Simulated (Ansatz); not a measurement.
# AgCl: the cost of one run

Program: Ansatz 0.2.0. Level of theory: DFT r2SCAN, scalar-relativistic, plane waves, PAW. These are calculated values, not measurements.

### Step 1. Starting point

Symmetry: Fm-3m, No. 225, cubic system. Conventional cell: a = 5.546 Å, b = 5.546 Å, c = 5.546 Å, α = 90.00°, β = 90.00°, γ = 90.00°. Ag (site symmetry m-3m) is surrounded by 6 Cl at 2.77 Å. Cl (site symmetry m-3m) has 6 Ag at 2.77 Å in its first shell of neighbours.

Structure file:

```xyz
2
Lattice="0.0000 2.7731 2.7731 2.7731 0.0000 2.7731 2.7731 2.7731 0.0000" Properties=species:S:1:pos:R:3 pbc="T T T"
Ag    2.7731    2.7731    2.7731
Cl    0.0000    0.0000    0.0000
```

No relaxation comes first: the listed cell is the starting point.

### Step 2. The reference cell

Reference values: F = -8688.7468 eV; pressure -0.03 GPa; largest force 0.000 eV/Å; gap on the mesh 1.48 eV. It was computed beforehand with the settings of the runs below.

### Step 3. Next: a two-dimensional strain map

The cell is strained by p along both x and y and by q along z, with fractional coordinates fixed.

### Step 4. p = -0.080, q = -0.080

input.yaml

```yaml
crystal:
  lattice:
    - [0.0, 2.551298, 2.551298]
    - [2.551298, 0.0, 2.551298]
    - [2.551298, 2.551298, 0.0]
  atoms:
    - { symbol: Ag, position: [0.5, 0.5, 0.5] }
    - { symbol: Cl, position: [0.0, 0.0, 0.0] }
basis:
  ecutwfc: 500
kpoints:
  mp_grid: { grid: [8, 8, 8] }
hamiltonian:
  xc: r2scan
scf:
  occupations: { method: gaussian, width: 0.05 }
output:
  forces: true
  stress: true
  eigenvalues: true
```

Command:

```console
ansatz run input.yaml --threads 1 --pin off --max-ram 2560MiB --backend cpu --events-out ev --progress --plain --runs-dir out
```

Q: Estimate wall time and peak memory on 1 thread of Arm Neoverse V1, shared host.

About 3.1 s, with a peak of 0.36 GiB.
